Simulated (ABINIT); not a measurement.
Here is an ABINIT 10.8.3 (patched build) calculation.

Contents of run.abi:

```
# Pseudopotentials
pp_dirpath "./"
pseudos "Ti.LDA_PW-JTH.xml, Te.LDA_PW-JTH.xml"

# Structure
acell 3*1.0 Angstrom
rprim
     0.0000000000     3.3966267544     3.3966267544
     3.3966267544     0.0000000000     3.3966267544
     3.3966267544     3.3966267544     0.0000000000
ntypat 2
znucl 22 52
natom 2
typat 1 2
xcart
     0.0000000000     0.0000000000     0.0000000000
     1.6983133772     1.6983133772     1.6983133772 Angstrom
chkprim 0
chksymtnons 0
tolsym 1.0e-6

# Plane-wave basis
ecut 15.0
pawecutdg 30.0

# k points
kptopt 1
ngkpt 5 5 5
nshiftk 1
shiftk 0.0 0.0 0.0

# Exchange and correlation
ixc 1

# Bands and occupations
nband 13
occopt 3
tsmear 0.05 eV

# SCF cycle
nstep 100
tolvrs 1.0e-9

# Output
iomode 3
prtwf 0
prtden 0
prteig 0
prtebands 0
enunit 1
```

Potentials or basis: JTH PAW LDA v2.0.

Run with:

```bash
$ abinit run.abi > log 2>&1
```

**Question.** Predict the pressure.

**Answer.** -10.0 GPa.

**Question.** Estimate the band gap on the k mesh.

**Answer.** None (metal or under the smearing width).

Spin-orbit coupling is left out, which matters for the levels of Te.
